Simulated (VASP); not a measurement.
# BN (F-43m) in VASP: notebook

Runs on BN. Level: PBEsol. Tasks: single point.

All numbers are computed with VASP 6.6.1; they aren't measurements. Logs are shortened: lines on timing, memory, paths and dates and some standing lists are left out, and cuts for length are marked.

**Measured values to compare with.**

A printed reference work, monograph reports, for a bulk crystal of BN at 300 K: band gap 6.4 eV (indirect).

How close the calculation comes is told below.

**1. Starting point**

It takes space group F-43m (No. 216, cubic). The conventional cell has a = 3.607 Å, b = 3.607 Å, c = 3.607 Å, α = 90.00°, β = 90.00°, γ = 90.00°. Around B (site symmetry -43m) lie 4 N at 1.56 Å. N (site symmetry -43m) is surrounded by 4 B at 1.56 Å.

The cell is a database's computed one.

**2. Single point, PBEsol**

INCAR

```
PREC     = Accurate       # precision mode
ENCUT    = 700            # plane-wave cutoff, eV
EDIFF    = 1E-7           # SCF threshold, eV
ISMEAR   = 0              # smearing method
SIGMA    = 0.02           # smearing width, eV
LREAL    = F              # projectors in reciprocal space
LASPH    = T              # aspherical terms in the spheres
NELM     = 80             # most SCF steps
ALGO     = Normal         # electronic algorithm
ISIF     = 2              # what is computed and relaxed
LWAVE    = F              # write WAVECAR
LCHARG   = T              # write CHGCAR
GGA      = PS             # functional
LELF     = T              # ELF
LVHAR    = T            
NBANDS   = 11             # bands
```

KPOINTS

```
Automatic mesh
0
Gamma
  12 12 12
```

POSCAR

```
BN
1.0
    0.0000000000      1.8033400000      1.8033400000
    1.8033400000      0.0000000000      1.8033400000
    1.8033400000      1.8033400000      0.0000000000
B N
1 1
Direct
    0.0000000000      0.0000000000      0.0000000000
    0.2500000000      0.2500000000      0.2500000000
```

Potentials or basis: VASP PAW PBE potentials, release 64 (B, N).

Run with:

```sh
cat potpaw_PBE.64/B/POTCAR potpaw_PBE.64/N/POTCAR > POTCAR
mpirun -np 1 vasp_std > vasp.out
```

OUTCAR:

```text
PREC = Accurate
   ENCUT = 700
   EDIFF = 1E-7
   ISMEAR = 0
   LREAL = F
   LASPH = T
   NELM = 80
   ISIF = 2
   GGA = PS

 ion  position               nearest neighbor table
   1  0.000  0.000  0.000-   2 1.56   2 1.56   2 1.56   2 1.56
   2  0.250  0.250  0.250-   1 1.56   1 1.56   1 1.56   1 1.56

  LATTYP: Found a face centered cubic cell.
 ALAT       =     3.6066800000

  Lattice vectors:

 A1 = (   0.0000000000,   1.8033400000,   1.8033400000)
 A2 = (   1.8033400000,   0.0000000000,   1.8033400000)
 A3 = (   1.8033400000,   1.8033400000,   0.0000000000)

Analysis of symmetry for initial positions (statically):
=====================================================================
 Subroutine PRICEL returns:
 Original cell was already a primitive cell.

 Routine SETGRP: Setting up the symmetry group for a
 face centered cubic supercell.

 Subroutine GETGRP returns: Found 24 space group operations
 (whereof 24 operations were pure point group operations)
 out of a pool of 48 trial point group operations.

The static configuration has the point symmetry T_d .

Analysis of symmetry for dynamics (positions and initial velocities):
=====================================================================
 Subroutine PRICEL returns:
 Original cell was already a primitive cell.

 Routine SETGRP: Setting up the symmetry group for a
 face centered cubic supercell.

 Subroutine GETGRP returns: Found 24 space group operations
 (whereof 24 operations were pure point group operations)
 out of a pool of 48 trial point group operations.

The dynamic configuration has the point symmetry T_d .

 Subroutine INISYM returns: Found 24 space group operations
 (whereof 24 operations are pure point group operations),
 and found     1 'primitive' translations

----------------------------------------------------------------------------------------

                                     Primitive cell

  volume of cell :      11.7291

  direct lattice vectors                    reciprocal lattice vectors
     0.000000000  1.803340000  1.803340000    -0.277263300  0.277263300  0.277263300
     1.803340000  0.000000000  1.803340000     0.277263300 -0.277263300  0.277263300
     1.803340000  1.803340000  0.000000000     0.277263300  0.277263300 -0.277263300

  length of vectors
     2.550307886  2.550307886  2.550307886     0.480234123  0.480234123  0.480234123

  position of ions in fractional coordinates (direct lattice)
     0.000000000  0.000000000  0.000000000
     0.250000000  0.250000000  0.250000000

  ion indices of the primitive-cell ions
   primitive index   ion index
                 1           1
                 2           2

----------------------------------------------------------------------------------------

 KPOINTS: Automatic mesh

Automatic generation of k-mesh.
 Grid dimensions read from file:
 generate k-points for:   12   12   12

 Generating k-lattice:

  Cartesian coordinates                     Fractional coordinates (reciprocal lattice)
    -0.023105275  0.023105275  0.023105275     0.083333333  0.000000000  0.000000000
     0.023105275 -0.023105275  0.023105275     0.000000000  0.083333333  0.000000000
     0.023105275  0.023105275 -0.023105275     0.000000000  0.000000000  0.083333333

  Length of vectors
     0.040019510  0.040019510  0.040019510

  Shift w.r.t. Gamma in fractional coordinates (k-lattice)
     0.000000000  0.000000000  0.000000000

 Subroutine IBZKPT returns following result:
 ===========================================

 Found     72 irreducible k-points:

 Following reciprocal coordinates:
            Coordinates               Weight
  0.000000  0.000000  0.000000      1.000000
  0.083333  0.000000  0.000000      8.000000
  0.166667  0.000000  0.000000      8.000000
  0.250000  0.000000  0.000000      8.000000
  0.333333  0.000000  0.000000      8.000000
  0.416667  0.000000  0.000000      8.000000
[... 16 lines left out ...]
  0.500000  0.166667  0.000000     24.000000
 -0.416667  0.166667  0.000000     24.000000
 [... further k-points ...]
   k-points           NKPTS =     72   k-points in BZ     NKDIM =     72   number of bands    NBANDS=     11
   number of dos      NEDOS =    301   number of ions     NIONS =      2
   total plane-waves  NPLWV =  13824
   dimension x,y,z NGX =    24 NGY =   24 NGZ =   24
   dimension x,y,z NGXF=    48 NGYF=   48 NGZF=   48
   ions per type =               1   1
   NGX,Y,Z   is equivalent  to a cutoff of  15.64, 15.64, 15.64 a.u.
   NGXF,Y,Z  is equivalent  to a cutoff of  31.29, 31.29, 31.29 a.u.
 SYSTEM =  unknown system
   PREC   = accura    normal or accurate (medium, high low for compatibility)
   ISTART =      0    job   : 0-new  1-cont  2-samecut
   ICHARG =      2    charge: 1-file 2-atom 10-const
   ISPIN  =      1    spin polarized calculation?
   LNONCOLLINEAR =      F non collinear calculations
   LSORBIT =      F    spin-orbit coupling
   LASPH  =      T    aspherical Exc in radial PAW
   ENCUT  =  700.0 eV  51.45 Ry    7.17 a.u.   5.50  5.50  5.50*2*pi/ulx,y,z
   NELM   =     80;   NELMIN=  2; NELMDL= -5     # of ELM steps
   EDIFF  = 0.1E-06   stopping-criterion for ELM
   LREAL  =      F    real-space projection
   EDIFFG = 0.1E-05   stopping-criterion for IOM
   NSW    =      0    number of steps for IOM
   IBRION =     -1    ionic relax: 0-MD 1-quasi-New 2-CG
   NFREE  =      0    steps in history (QN), initial steepest desc. (CG)
   ISIF   =      2    stress and relaxation
   ISYM   =      2    0-nonsym 1-usesym 2-fastsym
   POTIM  = 0.5000    time-step for ionic-motion
   TEBEG  =    0.0;   TEEND  =   0.0 temperature during run
   PSTRESS=    0.0 pullay stress
   NELECT =       8.0000    total number of electrons
   NUPDOWN=      -1.0000    fix difference up-down
   EMIN   =  10.00;   EMAX   =-10.00  energy-range for DOS
   EFERMI =   0.00;   METHOD = LEGACY
   ISMEAR =     0;   SIGMA  =   0.02  broadening in eV -4-tet -1-fermi 0-gaus
   EFERMI_NEDOS =   21; number of points for ismear=-14 and -15
   IALGO  =     38    algorithm
   IMIX   =      4    mixing-type and parameters
     AMIX     =   0.40;   BMIX     =  1.00
     AMIX_MAG =   1.60;   BMIX_MAG =  1.00
  volume/ion in A,a.u.               =       5.86        39.58
  Fermi-wavevector in a.u.,A,eV,Ry     =   1.441066  2.723220 28.254828  2.076671
  Thomas-Fermi vector in A             =   2.559740
   LORBIT       =      0    0 simple, 1 ext, 2 COOP (PROOUT), +10 PAW based schemes
   GGA     = PS    functional components
   LHFCALC =     F    Hartree Fock is set to
   AEXX    =    0.0000 exact exchange contribution
   IVDW    =     0    specifies the selected vdW correction
   LEPSILON=     F    determine dielectric tensor
   LRPA    =     F    only Hartree local field effects (RPA)
 non-spin polarized calculation
 Gauss-broadening in eV      SIGMA  =   0.02
  energy-cutoff  :      700.00
  volume of cell :       11.73
 maximum number of plane-waves:       531
 NGX is ok and might be reduce to    24
   NGX = 11   NGY = 11   NGZ = 11

 number of electron       8.0000000 magnetization

 Free energy of the ion-electron system (eV)
  ---------------------------------------------------
  ext. energy  EPLUGINS =         0.00000000
  ---------------------------------------------------
  free energy    TOTEN  =       -18.35493385 eV

  energy without entropy =      -18.35493385  energy(sigma->0) =      -18.35493385

 E-fermi :   7.6668     XC(G=0): -13.0503

 val. band max:        7.4482443091   @ k =   0.0000   0.0000   0.0000
 cond. band min:      11.7317945486   @ k =   0.5000   0.5000   0.0000
 fundamental gap:      4.2835502395
 Fermi energy:         7.6668129596

 k-point     1 :       0.0000    0.0000    0.0000
  band No.  band energies     occupation
      1     -12.8838      2.00000
      2       7.4482      2.00000
      3       7.4482      2.00000
      4       7.4482      2.00000
      5      16.2416      0.00000
      6      16.2416      0.00000
      7      16.2416      0.00000
      8      17.8297      0.00000
      9      32.0878      0.00000
     10      35.2180      0.00000
     11      35.2180      0.00000

 k-point     2 :       0.0833    0.0000    0.0000
  band No.  band energies     occupation
      1     -12.7130      2.00000
      2       6.5245      2.00000
      3       7.2646      2.00000
      4       7.2646      2.00000
      5      16.4534      0.00000
      6      16.5194      0.00000
      7      16.5194      0.00000
      8      18.3978      0.00000
      9      31.8396      0.00000
     10      32.9033      0.00000
     11      32.9033      0.00000

 k-point     3 :       0.1667    0.0000    0.0000
  band No.  band energies     occupation
      1     -12.2066      2.00000
      2       4.4009      2.00000
      3       6.8187      2.00000
      4       6.8187      2.00000
      5      16.7801      0.00000
      6      17.1622      0.00000
      7      17.1622      0.00000
      8      19.7198      0.00000
      9      31.2277      0.00000
     10      31.3336      0.00000
     11      31.3336      0.00000

 k-point     4 :       0.2500    0.0000    0.0000
  band No.  band energies     occupation
      1     -11.3871      2.00000
      2       1.9070      2.00000
      3       6.3053      2.00000
      4       6.3053      2.00000
      5      17.0994      0.00000
      6      17.7690      0.00000
      7      17.7690      0.00000
      8      21.0209      0.00000
      9      30.6768      0.00000
     10      30.9335      0.00000
     11      30.9335      0.00000

 k-point     5 :       0.3333    0.0000    0.0000
  band No.  band energies     occupation
      1     -10.3157      2.00000
      2      -0.5131      2.00000
      3       5.8681      2.00000
      4       5.8681      2.00000
      5      17.3789      0.00000
      6      18.0702      0.00000
      7      18.0702      0.00000
      8      21.9343      0.00000
      9      30.4822      0.00000
     10      31.7483      0.00000
     11      31.7483      0.00000
[... 211 lines left out ...]
 k-point    21 :       0.3333    0.1667    0.0000
  band No.  band energies     occupation
      1     -10.4895      2.00000
      2       1.3030      2.00000
      3       4.6340      2.00000
      4       4.9367      2.00000
      5      15.4703      0.00000
      6      19.8021      0.00000
      7      20.1733      0.00000
      8      20.2530      0.00000
      9      26.8008      0.00000
     10      33.8842      0.00000
     11      35.5209      0.00000

 k-point    22 :       0.4167    0.1667    0.0000
  band No.  band energies     occupation
      1      -9.4032      2.00000
      2      -0.8226      2.00000
      3       4.2795      2.00000
      4       4.4497      2.00000
      5      15.8649      0.00000
      6      19.8854      0.00000
      7      20.3274      0.00000
      8      21.1794      0.00000
      9      27.7215      0.00000
     10      33.6882      0.00000
     11      35.8049      0.00000

 k-point    23 :       0.5000    0.1667    0.0000
  band No.  band energies     occupation
      1      -8.4070      2.00000
      2      -2.4145      2.00000
      3       3.6850      2.00000
      4       4.5256      2.00000
      5      16.2106      0.00000
      6      19.8198      0.00000
      7      20.0729      0.00000
      8      22.5061      0.00000
      9      28.0911      0.00000
     10      33.8833      0.00000
     11      35.0050      0.00000

 k-point    24 :      -0.4167    0.1667    0.0000
  band No.  band energies     occupation
      1      -8.2139      2.00000
      2      -2.6926      2.00000
      3       3.2757      2.00000
      4       4.8465      2.00000
      5      16.6651      0.00000
      6      19.6716      0.00000
      7      19.6731      0.00000
      8      23.1386      0.00000
      9      28.3787      0.00000
     10      32.7187      0.00000
     11      34.1448      0.00000

 [... further k-points ...]

------------------------ aborting loop because EDIFF is reached ----------------------------------------

  FORCE on cell =-STRESS in cart. coord.  units (eV):
  Direction    XX          YY          ZZ          XY          YZ          ZX
  --------------------------------------------------------------------------------------
  -------------------------------------------------------------------------------------
  Total        0.0019325      0.0019325      0.0019325      0.0000000      0.0000000      0.0000000
  in kB        0.2639823      0.2639823      0.2639823      0.0000000      0.0000000      0.0000000
  external PRESSURE =       0.2639823 kB  Pullay stress =       0.0000000 kB

 VOLUME and BASIS-vectors are now :
 -----------------------------------------------------------------------------
  energy-cutoff  :      700.00
  volume of cell :       11.73
      direct lattice vectors                 reciprocal lattice vectors
     0.000000000  1.803340000  1.803340000    -0.277263300  0.277263300  0.277263300
     1.803340000  0.000000000  1.803340000     0.277263300 -0.277263300  0.277263300
     1.803340000  1.803340000  0.000000000     0.277263300  0.277263300 -0.277263300

 POSITION                                       TOTAL-FORCE (eV/Angst)
 -----------------------------------------------------------------------------------
      0.00000      0.00000      0.00000         0.000000      0.000000      0.000000
      0.90167      0.90167      0.90167        -0.000000     -0.000000     -0.000000
 -----------------------------------------------------------------------------------
    total drift:                                0.000000      0.000000      0.000000

  FREE ENERGIE OF THE ION-ELECTRON SYSTEM (eV)
  ---------------------------------------------------
  free  energy   TOTEN  =       -18.3549338548 eV

  energy  without entropy=      -18.3549338548  energy(sigma->0) =      -18.35493385
```

Wall time 5 s (1 thread of Intel Xeon 6975P-C (Granite Rapids), shared host); peak memory 0.13 GiB.

What came out:

```yaml
Free_energy: -18.3549 eV
Pressure: 0.0 GPa
Band_gap_on_the_k_mesh: 4.28 eV, indirect (least direct gap 8.79 eV)
```

Caveat: the PAW data sets were made with another functional, which shifts forces and pressure a little.

**3. Single point, PBEsol**

INCAR, as its differences from that of step 2:

```diff
@@ -1,3 +1,3 @@
 PREC     = Accurate       # precision mode
-ENCUT    = 700            # plane-wave cutoff, eV
+ENCUT    = 520            # plane-wave cutoff, eV
 EDIFF    = 1E-7           # SCF threshold, eV
```

KPOINTS

```
Automatic mesh
0
Gamma
  16 16 16
```

POSCAR is that of step 2.

Potentials or basis: VASP PAW PBE potentials, release 64 (B, N).

Run with:

```sh
cat potpaw_PBE.64/B/POTCAR potpaw_PBE.64/N/POTCAR > POTCAR
mpirun -np 1 vasp_std > vasp.out
```

It took 7.6 s on 1 thread of Intel Xeon 6975P-C (Granite Rapids), shared host; peak memory 0.12 GiB.

Results (log left out):

* Free energy: -18.3469 eV
* Pressure: 0.3 GPa
* Band gap on the k mesh: 4.28 eV, indirect (least direct gap 8.79 eV)

Levels at points of the mesh, in eV from the valence-band top:
```csv
k point,band 1,band 2,band 3,band 4,band 5,band 6,band 7,band 8,band 9
"(0.00, 0.00, 0.00)",-20.33,0.00,0.00,0.00,8.79,8.79,8.79,10.38,24.64
"(0.50, 0.00, 0.00)",-16.03,-10.84,-1.96,-1.96,10.18,10.66,10.66,15.15,23.28
"(0.50, 0.50, 0.00)",-14.64,-9.01,-4.97,-4.97,4.28,9.13,17.98,17.98,20.74
```

Caveat: the PAW data sets were made with another functional, which shifts forces and pressure a little.

**4. Single point, PBEsol**

INCAR, as its differences from that of step 3:

```diff
@@ -4,3 +4,3 @@
 ISMEAR   = 0              # smearing method
-SIGMA    = 0.02           # smearing width, eV
+SIGMA    = 0.5            # smearing width, eV
 LREAL    = F              # projectors in reciprocal space
```

KPOINTS

```
Automatic mesh
0
Gamma
  12 12 12
```

POSCAR is that of step 3.

Run with:

```sh
cat potpaw_PBE.64/B/POTCAR potpaw_PBE.64/N/POTCAR > POTCAR
mpirun -np 1 vasp_std > vasp.out
```

It took 4.1 s on 1 thread of Intel Xeon 6975P-C (Granite Rapids), shared host; peak memory 0.12 GiB.

It converged, with:

```yaml
Free_energy: -18.3469 eV
Pressure: 0.3 GPa
Band_gap_on_the_k_mesh: 4.28 eV, indirect (least direct gap 8.79 eV)
```

Levels at points of the mesh, in eV from the valence-band top:
```csv
k point,band 2,band 3,band 4,band 5,band 6,band 7
"(0.00, 0.00, 0.00)",0.00,0.00,0.00,8.79,8.79,8.79
"(0.50, 0.00, 0.00)",-10.84,-1.96,-1.96,10.18,10.66,10.66
"(0.50, 0.50, 0.00)",-9.01,-4.97,-4.97,4.28,9.13,17.98
```

Caveat: the PAW data sets were made with another functional, which shifts forces and pressure a little.

**5. The runs side by side**

```tsv
k mesh	cutoff (eV)	smearing	gap on the mesh (eV)	pressure (GPa)
12 × 12 × 12	700	gaussian 0.02 eV	4.28	0.0
16 × 16 × 16	520	gaussian 0.02 eV	4.28	0.3
12 × 12 × 12	520	gaussian 0.5 eV	4.28	0.3
```

Alike in all rows: task single point; level PBEsol; potentials or basis VASP PAW PBE potentials, release 64 (B, N); no spin polarisation; cell as given.

On the cell as given the gap runs from 4.28 eV (PBEsol) to 4.28 eV (PBEsol); the meshes differ, which moves gaps too.

Caveats: the PAW data sets were made with another functional, which shifts forces and pressure a little.

Absolute energies hang on the potentials; compare differences alone.

**6. Comparison with measurements**

Step 2. A measured gap of BN is 6.4 eV (indirect; 300 K; a printed reference work, monograph); the calculated 4.28 eV misses it by -2.12 eV. The value is that of PBEsol on a finite k mesh, which can miss the band edges, without temperature or zero-point motion. Semilocal functionals fall short of measured gaps as a rule. The cell is a database's relaxed one, not the measured one, which moves gaps too.

Step 3. Measured gap of BN: 6.4 eV (indirect; 300 K; a printed reference work, monograph). This calculation gives 4.28 eV (-2.12 eV). The value is that of PBEsol on a finite k mesh, which can miss the band edges, without temperature or zero-point motion. Semilocal functionals fall short of measured gaps as a rule. The cell is a database's relaxed one, not the measured one, which moves gaps too.

Step 4. Against the measured gap of BN, 6.4 eV (indirect; 300 K; a printed reference work, monograph), the calculated 4.28 eV is off by -2.12 eV. The value is that of PBEsol on a finite k mesh, which can miss the band edges, without temperature or zero-point motion. Semilocal functionals fall short of measured gaps as a rule. The cell is a database's relaxed one, not the measured one, which moves gaps too.
